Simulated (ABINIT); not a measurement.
The system is PbS.

```
Pb S
1.0
     2.11266    1.21975    3.45192
    -2.11266    1.21975    3.45192
     0.00000   -2.43949    3.45192
Pb S
1 1
Direct
  0.98057 0.98057 0.98057
  0.47504 0.47504 0.47504
```

The cell is a database's computed one.

Program: ABINIT 10.8.3 (patched build). Alike in all runs: task band structure; no spin polarisation; cell as given; k mesh 8 × 8 × 8; smearing fermi-dirac 0.05 eV.

**Question.** Order these runs on this cell by their pressure, lowest first.
A. level PBEsol; potentials or basis JTH PAW PBE v2.0; cutoff (eV) 599; fine-grid cutoff 1197.3 eV
B. level r2SCAN; potentials or basis JTH PAW PBE v2.0; cutoff (eV) 707; fine-grid cutoff 1306.15 eV
C. level LDA; potentials or basis JTH PAW LDA v2.0; cutoff (eV) 599; fine-grid cutoff 1197.3 eV

**Answer.** C (-3.7 GPa), A (-1.9 GPa), B (-0.1 GPa).

Caveats: the PAW data sets were made with another functional, which shifts forces and pressure a little (some runs).
